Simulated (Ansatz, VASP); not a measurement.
CdSe: VASP beside Ansatz

INCAR

```
PREC     = Accurate       # precision mode
ENCUT    = 520            # plane-wave cutoff, eV
EDIFF    = 1E-7           # SCF threshold, eV
ISMEAR   = -1             # smearing method
SIGMA    = 0.03           # smearing width, eV
LREAL    = F              # projectors in reciprocal space
LASPH    = T              # aspherical terms in the spheres
NELM     = 100            # most SCF steps
ALGO     = Normal         # electronic algorithm
ISIF     = 2              # what is computed and relaxed
LWAVE    = F              # write WAVECAR
LCHARG   = F              # write CHGCAR
NBANDS   = 16             # bands
```

File KPOINTS:

```
Automatic mesh
0
Gamma
  8 8 8
```

POSCAR

```
CdSe
1.0
    0.0000000000      3.1304878824      3.1304878824
    3.1304878824      0.0000000000      3.1304878824
    3.1304878824      3.1304878824      0.0000000000
Cd Se
1 1
Direct
    0.0000000000      0.0000000000      0.0000000000
    0.2500000000      0.2500000000      0.2500000000
```

Input for Ansatz:

```yaml
crystal:
  lattice:
    - [0.0, 3.1304878824, 3.1304878824]
    - [3.1304878824, 0.0, 3.1304878824]
    - [3.1304878824, 3.1304878824, 0.0]
  atoms:
    - { symbol: Cd, position: [0.0, 0.0, 0.0] }
    - { symbol: Se, position: [0.25, 0.25, 0.25] }
kpoints:
  mp_grid: { grid: [8, 8, 8] }
  band_path:
    path:
      - [0.0, 0.0, 0.0]
      - [-0.5, -0.5, 0.0]
      - [-0.375, -0.375, 0.25]
      - [-0.375, 0.0, 0.375]
      - [0.0, 0.0, 0.0]
      - [0.0, 0.0, 0.5]
      - [-0.5, -0.25, 0.25]
      - [-0.5, -0.5, 0.0]
    npoints: 5
scf:
  occupations: { method: fermi_dirac, width: 0.03 }
hamiltonian:
  xc: lda
  pseudopotentials: { kind: all_electron, lapw: { basis_error: 0.001 } }
output:
  forces: true
  stress: true
  eigenvalues: true
```

Change from the starting cell: volume scaled by 1.06.

Alike in both runs: task single point; functional LDA; k mesh 8 × 8 × 8; occupations fermi-dirac, width 0.03 eV; no spin polarisation.

```csv
,VASP,Ansatz
version,VASP 6.6.1,Ansatz 0.2.0
potentials or method,"VASP PAW LDA potentials, release 64 (Cd, Se)","all-electron LAPW, scalar-relativistic"
plane-wave cutoff (eV),520,see its input
```

VASP gave:

- pressure (GPa): -5.1

Question: What did Ansatz give for the same quantities?

Answer: Pressure (GPa): -5.4.

Ansatz ran all-electron here, so the differences hold the error of VASP's frozen core and of both bases.
